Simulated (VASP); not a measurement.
# Li (P6_3/mmc) in VASP: notebook, part 2 of 2

VASP 6.6.1. The steps go on from the part before.

## Step 5: Single point, PBEsol

This run uses another cell than the first one, of 21.34 Å³/atom, 1.059 times its volume.

Input file INCAR:

```
PREC = Accurate
ENCUT = 520
EDIFF = 1E-6
ISMEAR = 0
SIGMA = 0.1
LREAL = F
LASPH = T
NELM = 100
ALGO = Normal
ISIF = 2
LWAVE = F
LCHARG = F
GGA = PS
NBANDS = 10
```

Input file KPOINTS:

```
Automatic mesh
0
Gamma
  6 6 4
```

Input file POSCAR:

```
Li
1.0
    3.1110021516      0.0000000000      0.0000000000
   -1.5555010758      2.6942068945      0.0000000000
    0.0000000000      0.0000000000      5.0930000000
Li
2
Direct
    0.3333333333      0.6666666667      0.2500000000
    0.6666666667      0.3333333333      0.7500000000
```

Potentials or basis: VASP PAW PBE potentials, release 64 (Li_sv).

Command:

```console
$ cat potpaw_PBE.64/Li_sv/POTCAR > POTCAR
$ mpirun -np 1 vasp_std > vasp.out
```

OUTCAR:

```text
PREC = Accurate
   ENCUT = 520
   EDIFF = 1E-6
   ISMEAR = 0
   LREAL = F
   LASPH = T
   NELM = 100
   ISIF = 2
   GGA = PS

 ion  position               nearest neighbor table
   1  0.333  0.667  0.250-
   2  0.667  0.333  0.750-

  LATTYP: Found a hexagonal cell.
 ALAT       =     3.1110021516
 C/A-ratio  =     1.6370930497

  Lattice vectors:

 A1 = (   3.1110021516,   0.0000000000,   0.0000000000)
 A2 = (  -1.5555010758,   2.6942068945,   0.0000000000)
 A3 = (   0.0000000000,   0.0000000000,   5.0930000000)

Analysis of symmetry for initial positions (statically):
=====================================================================
 Subroutine PRICEL returns:
 Original cell was already a primitive cell.

 Routine SETGRP: Setting up the symmetry group for a
 hexagonal supercell.

 Subroutine GETGRP returns: Found 24 space group operations
 (whereof 12 operations were pure point group operations)
 out of a pool of 24 trial point group operations.

The static configuration has the point symmetry D_3d.
 The point group associated with its full space group is D_6h.

Analysis of symmetry for dynamics (positions and initial velocities):
=====================================================================
 Subroutine PRICEL returns:
 Original cell was already a primitive cell.

 Routine SETGRP: Setting up the symmetry group for a
 hexagonal supercell.

 Subroutine GETGRP returns: Found 24 space group operations
 (whereof 12 operations were pure point group operations)
 out of a pool of 24 trial point group operations.

The dynamic configuration has the point symmetry D_3d.
 The point group associated with its full space group is D_6h.

 Subroutine INISYM returns: Found 24 space group operations
 (whereof 12 operations are pure point group operations),
 and found     1 'primitive' translations

----------------------------------------------------------------------------------------
[... 114 lines left out ...]
   GGA     = PS    functional components
   LHFCALC =     F    Hartree Fock is set to
   AEXX    =    0.0000 exact exchange contribution
   IVDW    =     0    specifies the selected vdW correction
   LEPSILON=     F    determine dielectric tensor
   LRPA    =     F    only Hartree local field effects (RPA)
 non-spin polarized calculation
 Gauss-broadening in eV      SIGMA  =   0.10
  energy-cutoff  :      520.00
  volume of cell :       42.69
 maximum number of plane-waves:      1182
 NGX is ok and might be reduce to    24
   NGX = 11   NGY = 11   NGZ = 19

 number of electron       5.9999990 magnetization

 Free energy of the ion-electron system (eV)
  ---------------------------------------------------
  ext. energy  EPLUGINS =         0.00000000
  ---------------------------------------------------
  free energy    TOTEN  =        -3.93056143 eV

  energy without entropy =       -3.92599354  energy(sigma->0) =       -3.92827749

 E-fermi :   0.3774     XC(G=0):  -6.8929

 val. band max:        0.2773276246   @ k =   0.3333   0.1667   0.2500
 cond. band min:       0.4207586489   @ k =   0.5000  -0.0000   0.0000
 fundamental gap:      0.1434310243
 Fermi energy:         0.3773968415

 k-point     1 :       0.0000    0.0000    0.0000
  band No.  band energies     occupation
      1     -45.5139      2.00000
      2     -45.4988      2.00000
      3      -3.0007      2.00000
      4       0.4796      0.14825
      5       3.2344      0.00000
      6      12.5472      0.00000
      7      12.5473      0.00000
      8      13.8967      0.00000
      9      13.8967      0.00000
     10      14.4288      0.00000
[... 248 lines left out ...]
 k-point    21 :       0.3333    0.3333    0.5000
  band No.  band energies     occupation
      1     -45.4948      2.00000
      2     -45.4948      2.00000
      3       2.5961      0.00000
      4       2.5961      0.00000
      5       3.1729      0.00000
      6       3.1729      0.00000
      7       6.4587      0.00000
      8       6.4587      0.00000
      9      11.8684      0.00000
     10      11.8684      0.00000

------------------------ aborting loop because EDIFF is reached ----------------------------------------

  FORCE on cell =-STRESS in cart. coord.  units (eV):
  Direction    XX          YY          ZZ          XY          YZ          ZX
  --------------------------------------------------------------------------------------
  -------------------------------------------------------------------------------------
  Total       -0.0635514     -0.0635514     -0.4566060      0.0000000      0.0000000      0.0000000
  in kB       -2.3852319     -2.3852319    -17.1374904      0.0000000      0.0000000      0.0000000
  external PRESSURE =      -7.3026514 kB  Pullay stress =       0.0000000 kB

 VOLUME and BASIS-vectors are now :
 -----------------------------------------------------------------------------
  energy-cutoff  :      520.00
  volume of cell :       42.69
      direct lattice vectors                 reciprocal lattice vectors
     3.111002152  0.000000000  0.000000000     0.321439829  0.185583372  0.000000000
    -1.555501076  2.694206895  0.000000000     0.000000000  0.371166744  0.000000000
     0.000000000  0.000000000  5.093000000     0.000000000  0.000000000  0.196347929

 POSITION                                       TOTAL-FORCE (eV/Angst)
 -----------------------------------------------------------------------------------
     -0.00000      1.79614      1.27325        -0.000000      0.000000      0.000000
      1.55550      0.89807      3.81975         0.000000     -0.000000      0.000000
 -----------------------------------------------------------------------------------
    total drift:                               -0.000000      0.000000      0.000000

  FREE ENERGIE OF THE ION-ELECTRON SYSTEM (eV)
  ---------------------------------------------------
  free  energy   TOTEN  =        -3.9305614309 eV

  energy  without entropy=       -3.9259935445  energy(sigma->0) =       -3.92827749
```

OSZICAR:

```text
N       E                     dE             d eps       ncg     rms          rms(c)
DAV:   1     0.162204350127E+02    0.16220E+02   -0.30794E+03   420   0.544E+02
DAV:   2    -0.162261308364E+01   -0.17843E+02   -0.17538E+02   586   0.108E+02
DAV:   3    -0.388114193731E+01   -0.22585E+01   -0.22414E+01   632   0.293E+01
DAV:   4    -0.393554643539E+01   -0.54404E-01   -0.54386E-01   566   0.478E+00
DAV:   5    -0.393580418874E+01   -0.25775E-03   -0.25775E-03   552   0.406E-01    0.532E-01
DAV:   6    -0.393209301095E+01    0.37112E-02   -0.11927E-03   688   0.175E-01    0.296E-01
DAV:   7    -0.393053673707E+01    0.15563E-02   -0.25722E-03   694   0.278E-01    0.344E-02
DAV:   8    -0.393056430960E+01   -0.27573E-04   -0.35241E-04   536   0.115E-01    0.785E-03
DAV:   9    -0.393056192225E+01    0.23874E-05   -0.37723E-06   596   0.155E-02    0.991E-04
DAV:  10    -0.393056143087E+01    0.49138E-06   -0.16122E-07   304   0.368E-03
   1 F= -.39305614E+01 E0= -.39282775E+01  d E =-.456789E-02
```

Run time: 7.6 s. Hardware: 1 thread of Intel Xeon Platinum 8375C at 2.90GHz (Ice Lake), shared host; peak memory 0.14 GiB.

Results:

| Item | Value |
| --- | --- |
| Free energy | -3.9306 eV |
| Band gap on the k mesh | none (metal or under the smearing width) |

Caveat: the k mesh is coarse (spacing up to 0.39 Å⁻¹), so the values aren't converged; the cutoff is under 1.25 times the usual one of these potentials, so pressure, stress and relaxed cells hold a basis-set (Pulay) error; the PAW data sets were made with another functional, which shifts forces and pressure a little.

## Step 6: Overview

```csv
task,cell,k mesh,cutoff (eV),mesh quality,gap on the mesh (eV)
single point,"P6_3/mmc, 20.16 Å³/atom",15 × 15 × 8,520,not flagged,none
relaxation of cell and atoms,relaxed,15 × 15 × 8,600,not flagged,none
single point,bulk in the cell of the (0 0 1) plane,12 × 12 × 7,520,not flagged,none
single point,"P6_3/mmc, 21.34 Å³/atom",6 × 6 × 4,520,coarse,none
```

Alike in all rows: level PBEsol; potentials or basis VASP PAW PBE potentials, release 64 (Li_sv); no spin polarisation; smearing gaussian 0.1 eV.

Caveats: some runs use coarse meshes; the cutoff is under 1.25 times the usual one of these potentials, so pressure, stress and relaxed cells hold a basis-set (Pulay) error; the PAW data sets were made with another functional, which shifts forces and pressure a little.

Total energies depend on the potentials used, so only differences within one code and one set of settings carry meaning.
